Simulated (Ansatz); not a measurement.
Runs of Ansatz 0.2.0 on AlNi. Symmetry: Pm-3m, No. 221, cubic system. Conventional cell: a = 2.881 Å, b = 2.881 Å, c = 2.881 Å, α = 90.00°, β = 90.00°, γ = 90.00°. Around Ni (site symmetry m-3m) lie 8 Al at 2.50 Å. Al (site symmetry m-3m) is surrounded by 8 Ni at 2.50 Å. 

```tsv
task	level	cell	k mesh	cutoff (eV)	smearing	gap on the mesh (eV)	pressure (GPa)	moment (μB)	relaxed volume (Å³/atom)
relaxation of cell and atoms	RPBE+D4	relaxed	9 × 9 × 9	-	fermi-dirac 0.05 eV	-	0.0	0.00	(b)
relaxation of cell and atoms	revPBE+D3(BJ)	relaxed	9 × 9 × 9	-	fermi-dirac 0.05 eV	-	0.0	0.00	11.45
single point	LDA	as given	9 × 9 × 9	256	gaussian 0.1 eV	none	(a)	0.00	-
elastic constants	PBEsol	as given	7 × 7 × 7	276	fermi-dirac 0.05 eV	none	-3.3	0.00	-
relaxation of cell and atoms	BLYP+D4	relaxed	9 × 9 × 9	-	fermi-dirac 0.05 eV	-	0.0	0.00	11.61
```

Alike in all rows: potentials or basis all-electron LAPW, scalar-relativistic; spin collinear, ferromagnetic start; basis error allowed 0.001 eV/atom.

Problem. Estimate the missing entries.

Solution. (a) -8.7; (b) 11.59.

Caveats: the starting moments weren't kept (some runs); the k mesh is thin for a metal, which can move the energy by tens of meV per atom (some runs); a metal's response needs a denser mesh (some runs); the cell is more than 3 GPa from zero pressure, which shifts response properties (some runs); the program listed the state as in doubt (some runs); elastic constants of metals need much finer meshes, so these are rough (some runs).

A gap of «none» marks a metal or a gap under the smearing width.

Runs at the PBE level aren't shown here.
